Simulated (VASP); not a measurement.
# Te2Mo (P1) in VASP: a series of runs

Runs on Te2Mo. Level: PBE. Tasks: single point.

Everything below comes from runs of VASP 6.6.1. Logs are shortened: lines on timing, memory, paths and dates and some standing lists are left out, and cuts for length are marked.

### Step 1. The structure

The typed cell holds 12 atoms: a = 6.328 Å, b = 3.468 Å, c = 13.855 Å, α = 90.00°, β = 93.92°, γ = 90.00°.

### Step 2. Single point, PBE

INCAR

```
SYSTEM = Te2Mo
PREC     = Accurate       ! precision mode
ENCUT    = 520            ! plane-wave cutoff, eV
EDIFF    = 1E-6           ! SCF threshold, eV
ISMEAR   = 1              ! smearing method
SIGMA    = 0.15           ! smearing width, eV
LREAL    = .False.        ! projectors in reciprocal space
LASPH    = .True.         ! aspherical terms in the spheres
NELM     = 100            ! most SCF steps
ALGO     = Fast           ! electronic algorithm
ISIF     = 2              ! what is computed and relaxed
LWAVE    = .False.        ! write WAVECAR
LCHARG   = .False.        ! write CHGCAR
GGA      = PE             ! functional
NBANDS   = 64             ! bands
```

KPOINTS

```
Automatic mesh
0
Gamma
  3 4 1
  0 0 0
```

POSCAR

```
Te2Mo
1.0
    6.3278610000      0.0000000000      0.0000000000
    0.0000000000      3.4678280000      0.0000000000
   -0.9464700000      0.0000000000     13.8229470000
Te Mo
8 4
Direct
    0.5498142541      0.7573137999      0.3492156918
    0.4378946419      0.2580041455      0.6521236029
    0.5983883917      0.2571205954      0.1039753679
    0.4061560276      0.7357438143      0.8947276583
    0.0971085802      0.7557347135      0.1488252107
    0.8929236268      0.2376409672      0.8530936999
    0.0595311777      0.2361688642      0.3950363117
    0.9373904662      0.7565435771      0.6046452323
    0.3236944788      0.7430867390      0.5091726822
    0.6905768624      0.2547043856      0.4919124699
    0.1903757822      0.2545336735      0.0061729239
    0.8104618125      0.7566407561      0.9863204279
```

Potentials or basis: VASP PAW PBE potentials, release 64 (Te, Mo_sv).

Launch:

```bash
$ cat potpaw_PBE.64/Te/POTCAR potpaw_PBE.64/Mo_sv/POTCAR > POTCAR
$ mpirun -np 1 vasp_std > vasp.out
```

OUTCAR:

```text
SYSTEM = Te2Mo
   PREC = Accurate
   ENCUT = 520
   EDIFF = 1E-6
   ISMEAR = 1
   LREAL = .False.
   LASPH = .True.
   NELM = 100
   ISIF = 2
   GGA = PE

 ion  position               nearest neighbor table
   1  0.550  0.757  0.349-   9 2.72  10 2.73  10 2.74   7 3.61   7 3.64   7 3.68
   2  0.438  0.258  0.652-   9 2.66   9 2.73  10 2.82   8 3.63   8 3.63
   3  0.598  0.257  0.104-  12 2.79  12 2.79  11 2.83   4 3.49   4 3.56   5 3.61   5 3.62
   4  0.406  0.736  0.895-  11 2.71  12 2.78  11 2.79   3 3.49   3 3.56   6 3.61   6 3.62
   5  0.097  0.756  0.149-  11 2.72  11 2.73  12 2.79   3 3.61   3 3.62
   6  0.893  0.238  0.853-  12 2.57  12 2.66  11 2.74   4 3.61   4 3.62
   7  0.060  0.236  0.395-  10 2.77   9 2.80   9 2.83   8 3.48   8 3.55   1 3.61   1 3.64   1 3.68

   8  0.937  0.757  0.605-  10 2.74  10 2.75   9 2.86   7 3.48   7 3.55   2 3.63   2 3.63
   9  0.324  0.743  0.509-   2 2.66   1 2.72   2 2.73   7 2.80   7 2.83   8 2.86  10 2.90  10 2.94

  10  0.691  0.255  0.492-   1 2.73   1 2.74   8 2.74   8 2.75   7 2.77   2 2.82   9 2.90   9 2.94

  11  0.190  0.255  0.006-   4 2.71   5 2.72   5 2.73   6 2.74   4 2.79   3 2.83  12 2.96  12 2.97

  12  0.810  0.757  0.986-   6 2.57   6 2.66   4 2.78   3 2.79   3 2.79   5 2.79  11 2.96  11 2.97

  LATTYP: Found a simple monoclinic cell.
 ALAT       =     6.3278610000
 B/A-ratio  =     0.5480253122
 C/A-ratio  =     2.1895727403
 COS(beta)  =    -0.0683109845

  Lattice vectors:

 A1 = (   6.3278610000,   0.0000000000,   0.0000000000)
 A2 = (   0.0000000000,   3.4678280000,   0.0000000000)
 A3 = (  -0.9464700000,   0.0000000000,  13.8229470000)

Analysis of symmetry for initial positions (statically):
=====================================================================
 Subroutine PRICEL returns:
 Original cell was already a primitive cell.

 Routine SETGRP: Setting up the symmetry group for a
 simple monoclinic supercell.

 Subroutine GETGRP returns: Found  1 space group operations
 (whereof  1 operations were pure point group operations)
 out of a pool of  4 trial point group operations.

The static configuration has the point symmetry C_1 .

Analysis of symmetry for dynamics (positions and initial velocities):
=====================================================================
 Subroutine PRICEL returns:
 Original cell was already a primitive cell.

 Routine SETGRP: Setting up the symmetry group for a
 simple monoclinic supercell.

 Subroutine GETGRP returns: Found  1 space group operations
 (whereof  1 operations were pure point group operations)
 out of a pool of  4 trial point group operations.

The dynamic configuration has the point symmetry C_1 .

 Subroutine INISYM returns: Found  1 space group operations
 (whereof  1 operations are pure point group operations),
 and found     1 'primitive' translations

----------------------------------------------------------------------------------------

                                     Primitive cell

  volume of cell :     303.3298

  direct lattice vectors                    reciprocal lattice vectors
     6.327861000  0.000000000  0.000000000     0.158031284  0.000000000  0.010820549
     0.000000000  3.467828000  0.000000000     0.000000000  0.288364936  0.000000000
    -0.946470000  0.000000000 13.822947000     0.000000000  0.000000000  0.072343474

  length of vectors
     6.327861000  3.467828000 13.855311950     0.158401298  0.288364936  0.072343474

  position of ions in fractional coordinates (direct lattice)
     0.549814254  0.757313800  0.349215692
     0.437894642  0.258004146  0.652123603
     0.598388392  0.257120595  0.103975368
     0.406156028  0.735743814  0.894727658
     0.097108580  0.755734713  0.148825211
     0.892923627  0.237640967  0.853093700
     0.059531178  0.236168864  0.395036312
     0.937390466  0.756543577  0.604645232
     0.323694479  0.743086739  0.509172682
     0.690576862  0.254704386  0.491912470
     0.190375782  0.254533673  0.006172924
     0.810461813  0.756640756  0.986320428

  ion indices of the primitive-cell ions
   primitive index   ion index
                 1           1
                 2           2
                 3           3
                 4           4
                 5           5
                 6           6
                 7           7
                 8           8
                 9           9
                10          10
                11          11
                12          12

----------------------------------------------------------------------------------------

 KPOINTS: Automatic mesh

Automatic generation of k-mesh.
 Grid dimensions read from file:
 generate k-points for:    3    4    1

 Generating k-lattice:

  Cartesian coordinates                     Fractional coordinates (reciprocal lattice)
     0.052677095  0.000000000  0.003606850     0.333333333  0.000000000  0.000000000
[... 85 lines left out ...]
  ext. energy  EPLUGINS =         0.00000000
  ---------------------------------------------------
  free energy    TOTEN  =       -71.56217397 eV

  energy without entropy =      -71.56070864  energy(sigma->0) =      -71.56168553

 E-fermi :   8.2605     XC(G=0): -10.3770

 val. band max:        8.2385599894   @ k =   0.0000   0.2500   0.0000
 cond. band min:       8.3044877717   @ k =   0.3333   0.0000   0.0000
 fundamental gap:      0.0659277823
 Fermi energy:         8.2605347214

 k-point     1 :       0.0000    0.0000    0.0000
  band No.  band energies     occupation
      1     -52.8384      2.00000
      2     -52.7970      2.00000
      3     -52.7852      2.00000
      4     -52.7529      2.00000
      5     -27.0801      2.00000
      6     -27.0374      2.00000
[... 56 lines left out ...]
     63      11.0032     -0.00000
     64      11.2282     -0.00000

 k-point     2 :       0.3333    0.0000    0.0000
  band No.  band energies     occupation
      1     -52.8381      2.00000
      2     -52.7968      2.00000
      3     -52.7855      2.00000
      4     -52.7531      2.00000
      5     -27.0736      2.00000
      6     -27.0306      2.00000
[... 56 lines left out ...]
     63      11.2777      0.00000
     64      11.4133      0.00000

 k-point     3 :       0.0000    0.2500    0.0000
  band No.  band energies     occupation
      1     -52.8282      2.00000
      2     -52.7895      2.00000
      3     -52.7875      2.00000
      4     -52.7562      2.00000
      5     -27.0846      2.00000
      6     -27.0623      2.00000
[... 56 lines left out ...]
     63      10.4977     -0.00000
     64      10.5893     -0.00000

 k-point     4 :       0.3333    0.2500    0.0000
  band No.  band energies     occupation
      1     -52.8280      2.00000
      2     -52.7897      2.00000
      3     -52.7873      2.00000
      4     -52.7564      2.00000
      5     -27.0846      2.00000
      6     -27.0629      2.00000
[... 56 lines left out ...]
     63      10.4550     -0.00000
     64      10.7741     -0.00000

 k-point     5 :      -0.3333    0.2500   -0.0000
  band No.  band energies     occupation
      1     -52.8280      2.00000
      2     -52.7897      2.00000
      3     -52.7874      2.00000
      4     -52.7564      2.00000
      5     -27.0825      2.00000
      6     -27.0648      2.00000
[... 56 lines left out ...]
     63      10.4338     -0.00000
     64      10.7614     -0.00000

 k-point     6 :       0.0000    0.5000    0.0000
  band No.  band energies     occupation
      1     -52.8123      2.00000
      2     -52.7994      2.00000
      3     -52.7702      2.00000
      4     -52.7675      2.00000
      5     -27.1182      2.00000
      6     -27.1070      2.00000
[... 56 lines left out ...]
     63      10.4848     -0.00000
     64      10.6218     -0.00000

 k-point     7 :       0.3333    0.5000    0.0000
  band No.  band energies     occupation
      1     -52.8123      2.00000
      2     -52.7995      2.00000
      3     -52.7702      2.00000
      4     -52.7675      2.00000
      5     -27.1213      2.00000
      6     -27.1101      2.00000
[... 56 lines left out ...]
     63      10.5340     -0.00000
     64      10.5502     -0.00000

------------------------ aborting loop because EDIFF is reached ----------------------------------------

  FORCE on cell =-STRESS in cart. coord.  units (eV):
  Direction    XX          YY          ZZ          XY          YZ          ZX
  --------------------------------------------------------------------------------------
  -------------------------------------------------------------------------------------
  Total        3.7423387      5.0403087      4.4288781      0.4473905     -2.3815947     -1.4195683
  in kB       19.7668991     26.6227306     23.3931761      2.3631007    -12.5794983     -7.4981092
  external PRESSURE =      23.2609353 kB  Pullay stress =       0.0000000 kB

 VOLUME and BASIS-vectors are now :
 -----------------------------------------------------------------------------
  energy-cutoff  :      520.00
  volume of cell :      303.33
      direct lattice vectors                 reciprocal lattice vectors
     6.327861000  0.000000000  0.000000000     0.158031284  0.000000000  0.010820549
     0.000000000  3.467828000  0.000000000     0.000000000  0.288364936  0.000000000
    -0.946470000  0.000000000 13.822947000     0.000000000  0.000000000  0.072343474

 POSITION                                       TOTAL-FORCE (eV/Angst)
 -----------------------------------------------------------------------------------
      3.14863      2.62623      4.82719         0.173298     -0.094971      0.185509
      2.15372      0.89471      9.01427         0.366423     -0.316668     -0.256619
      3.68811      0.89165      1.43725        -0.451895     -0.087091     -0.013700
      1.72327      2.55143     12.36777         0.121447      0.361281     -0.432972
      0.47363      2.62076      2.05720        -0.155281     -0.063617     -0.478297
      4.84287      0.82410     11.79227         0.652950      0.538215     -1.387567
      0.00281      0.81899      5.46057         0.122212      0.243813      0.009699
      5.35940      2.62356      8.35798         0.500311     -0.107209      0.205450
      1.56638      2.57690      7.03827         0.037922      0.355187     -0.377189
      3.90429      0.88327      6.79968        -1.186365     -0.086632      0.245842
      1.19883      0.88268      0.08533        -0.895262     -0.171506      0.206367
      4.19497      2.62390     13.63385         0.714240     -0.570803      2.093477
 -----------------------------------------------------------------------------------
    total drift:                               -0.000133      0.000095      0.000259

  FREE ENERGIE OF THE ION-ELECTRON SYSTEM (eV)
  ---------------------------------------------------
  free  energy   TOTEN  =       -71.5621739687 eV

  energy  without entropy=      -71.5607086444  energy(sigma->0) =      -71.56168553
```

It took 3.3 min on 1 thread of Intel Xeon Platinum 8488C (Sapphire Rapids), shared host; peak memory 0.41 GiB.

What came out:

```yaml
Free_energy: -71.5622 eV
Pressure: 2.3 GPa
Largest_force: 2.284 eV/Å
Band_gap_on_the_k_mesh: none (metal or under the smearing width)
```

Forces on the atoms (eV/Å):
```
Te   0.173 -0.095  0.186
Te   0.366 -0.317 -0.257
Te  -0.452 -0.087 -0.014
Te   0.121  0.361 -0.433
Te  -0.155 -0.064 -0.478
Te   0.653  0.538 -1.388
Te   0.122  0.244  0.010
Te   0.500 -0.107  0.205
Mo   0.038  0.355 -0.377
Mo  -1.186 -0.087  0.246
Mo  -0.895 -0.172  0.206
Mo   0.714 -0.571  2.093
```

Caveat: the k mesh is coarse (spacing up to 0.45 Å⁻¹), so the values aren't converged; forces of over 1 eV/Å show positions far from the minimum, so gaps and moduli don't describe the material at rest.

### Step 3. Single point, PBE

This run uses another cell than the first one, of 26.51 Å³/atom, 1.049 times its volume.

INCAR

```
PREC     = Accurate       # precision mode
ENCUT    = 520            # plane-wave cutoff, eV
EDIFF    = 1E-7           # SCF threshold, eV
ISMEAR   = 1              # smearing method
SIGMA    = 0.15           # smearing width, eV
LREAL    = F              # projectors in reciprocal space
LASPH    = T              # aspherical terms in the spheres
NELM     = 100            # most SCF steps
ALGO     = Fast           # electronic algorithm
ISIF     = 2              # what is computed and relaxed
LWAVE    = F              # write WAVECAR
LCHARG   = T              # write CHGCAR
GGA      = PE             # functional
LELF     = T              # ELF
LVHAR    = T            
NBANDS   = 64             # bands
```

KPOINTS

```
Automatic mesh
0
Gamma
  3 4 1
```

POSCAR

```
Te2Mo
1.0
    6.4290970000      0.0000000000      0.0000000000
    0.0000000000      3.5233080000      0.0000000000
   -0.9616120000      0.0000000000     14.0440910000
Te Mo
8 4
Direct
    0.5420213815      0.7709723362      0.3461625249
    0.4369915940      0.2715195492      0.6546708505
    0.6118593167      0.2567694905      0.1033191112
    0.3981649668      0.7256021898      0.8946770567
    0.0980759599      0.7619217508      0.1488332709
    0.8792951078      0.2254983101      0.8543212231
    0.0574993860      0.2265708817      0.3940260000
    0.9339029614      0.7607606261      0.6045002841
    0.3282746535      0.7413181022      0.5120033757
    0.7010002346      0.2613240171      0.4886133962
    0.1919117225      0.2602480396      0.0045310159
    0.8056602580      0.7614625233      0.9840569247
```

Potentials or basis: VASP PAW PBE potentials, release 64 (Te, Mo_sv).

Launch:

```bash
$ cat potpaw_PBE.64/Te/POTCAR potpaw_PBE.64/Mo_sv/POTCAR > POTCAR
$ mpirun -np 1 vasp_std > vasp.out
```

It took 3.6 min on 1 thread of Intel Xeon Platinum 8488C (Sapphire Rapids), shared host; peak memory 0.42 GiB.

The run converged. Its results:

```yaml
Free_energy: -70.9115 eV
Pressure: -1.7 GPa
Largest_force: 3.144 eV/Å
Band_gap_on_the_k_mesh: none (metal or under the smearing width)
```

Forces in eV/Å, atoms in the order of the input:
```
Te   0.248 -0.238  1.109
Te   0.461 -0.586 -0.989
Te  -1.046 -0.047 -0.309
Te   0.349  0.637 -0.259
Te  -0.113 -0.127 -1.306
Te   1.091  1.077 -1.490
Te   0.617  0.382  0.462
Te   0.653 -0.081 -0.206
Mo   0.052  0.659 -0.965
Mo  -2.016 -0.158  0.580
Mo  -1.227 -0.402  0.586
Mo   0.931 -1.116  2.788
```

Stress tensor (GPa, compression positive):
```
-2.34  0.47 -1.84
 0.47 -0.92 -2.08
-1.84 -2.08 -1.88
```

Levels at points of the mesh, in eV from the Fermi level:
| k point | band 50 | band 51 | band 52 | band 53 | band 54 | band 55 |
| --- | --- | --- | --- | --- | --- | --- |
| (0.00, 0.00, 0.00) | -0.17 | 0.01 | 0.08 | 0.45 | 0.63 | 0.75 |
| (0.00, 0.50, 0.00) | -1.33 | -1.25 | -1.12 | 0.82 | 0.88 | 0.94 |

Caveat: the k mesh is coarse (spacing up to 0.45 Å⁻¹), so the values aren't converged; forces of over 1 eV/Å show positions far from the minimum, so gaps and moduli don't describe the material at rest. The run has no spin-orbit coupling, so splittings on Te are missing.

### Step 4. Single point, PBE

This run uses another cell than the first one, of 27.79 Å³/atom, 1.099 times its volume.

INCAR

```
SYSTEM = Te2Mo
ALGO = Fast ; EDIFF = 1E-6
ENCUT = 520 ; GGA = PE
ISIF = 2 ; ISMEAR = 1
LASPH = .TRUE. ; LCHARG = .FALSE.
LREAL = .FALSE. ; LWAVE = .FALSE.
NBANDS = 64 ; NELM = 100
PREC = Accurate ; SIGMA = 0.15
```

KPOINTS

```
k-points
0
G
  3 4 1
  0 0 0
```

POSCAR

```
Te2Mo
1.0
    6.5310280000      0.0000000000      0.0000000000
    0.0000000000      3.5791690000      0.0000000000
   -0.9768590000      0.0000000000     14.2667570000
Te Mo
8 4
Direct
    0.5339423140      0.7875420244      0.3425419666
    0.4385685144      0.2806224015      0.6565535531
    0.6196886272      0.2598636723      0.1025816168
    0.3936417274      0.7168647247      0.8969361432
    0.0969290846      0.7638652995      0.1471415683
    0.8684038295      0.2168126177      0.8542345678
    0.0546966041      0.2127222827      0.3936279983
    0.9378348703      0.7607168033      0.6032066012
    0.3327370877      0.7473916431      0.5142453888
    0.7055857863      0.2713889733      0.4873717972
    0.1860359395      0.2665719333      0.0028642108
    0.8070207283      0.7582117525      0.9860450416
```

Launch:

```bash
$ cat potpaw_PBE.64/Te/POTCAR potpaw_PBE.64/Mo_sv/POTCAR > POTCAR
$ mpirun -np 1 vasp_std > vasp.out
```

It took 3.7 min on 1 thread of Intel Xeon Platinum 8488C (Sapphire Rapids), shared host; peak memory 0.43 GiB.

The run converged. Its results:

| Item | Value |
| --- | --- |
| Free energy | -70.2366 eV |
| Pressure | -4.9 GPa |
| Largest force | 2.428 eV/Å |
| Band gap on the k mesh | none (metal or under the smearing width) |

Forces in eV/Å, atoms in the order of the input:
```
Te   0.410 -0.323  1.918
Te   0.394 -0.592 -1.461
Te  -1.241 -0.120 -0.395
Te   0.502  0.792 -0.124
Te  -0.022 -0.131 -1.539
Te   1.069  1.094 -0.762
Te   0.773  0.516  0.759
Te   0.433  0.042 -0.517
Mo   0.105  0.674 -1.262
Mo  -2.113 -0.340  0.560
Mo  -1.124 -0.610  0.766
Mo   0.814 -1.002  2.056
```

Stress tensor (GPa, compression positive):
```
-5.25  0.65 -2.25
 0.65 -4.13 -2.12
-2.25 -2.12 -5.22
```

Levels at points of the mesh, in eV from the Fermi level:
```tsv
k point	band 48	band 49	band 50	band 51	band 52	band 53	band 54	band 55	band 56	band 57
(0.00, 0.00, 0.00)	-0.58	-0.39	-0.23	0.03	0.07	0.40	0.54	0.62	0.80	0.96
(0.00, 0.50, 0.00)	-1.54	-1.43	-1.32	-1.13	-1.06	0.72	0.80	0.81	0.97	0.98
```

Caveat: the k mesh is coarse (spacing up to 0.44 Å⁻¹), so the values aren't converged; forces of over 1 eV/Å show positions far from the minimum, so gaps and moduli don't describe the material at rest.

### Step 5. The runs side by side

| cell | further INCAR settings | gap on the mesh (eV) | pressure (GPa) | largest force (eV/Å) |
| --- | --- | --- | --- | --- |
| P1, 25.28 Å³/atom | ALGO = Fast; EDIFF = 1e-06; NBANDS = 64 | none | 2.3 | 2.28 |
| P1, 26.51 Å³/atom | ALGO = Fast; EDIFF = 1e-07; NBANDS = 64 | none | -1.7 | 3.14 |
| P1, 27.79 Å³/atom | ALGO = Fast; EDIFF = 1e-06; NBANDS = 64 | none | -4.9 | 2.43 |

Alike in all rows: task single point; level PBE; potentials or basis VASP PAW PBE potentials, release 64 (Te, Mo_sv); no spin polarisation; k mesh 3 × 4 × 1; cutoff (eV) 520; smearing methfessel-paxton 0.15 eV; the mesh is coarse, so values aren't converged.

Caveats: all runs use coarse meshes; forces of over 1 eV/Å show positions far from the minimum, so gaps and moduli don't describe the material at rest.

Total energies depend on the potentials used, so only differences within one code and one set of settings carry meaning.
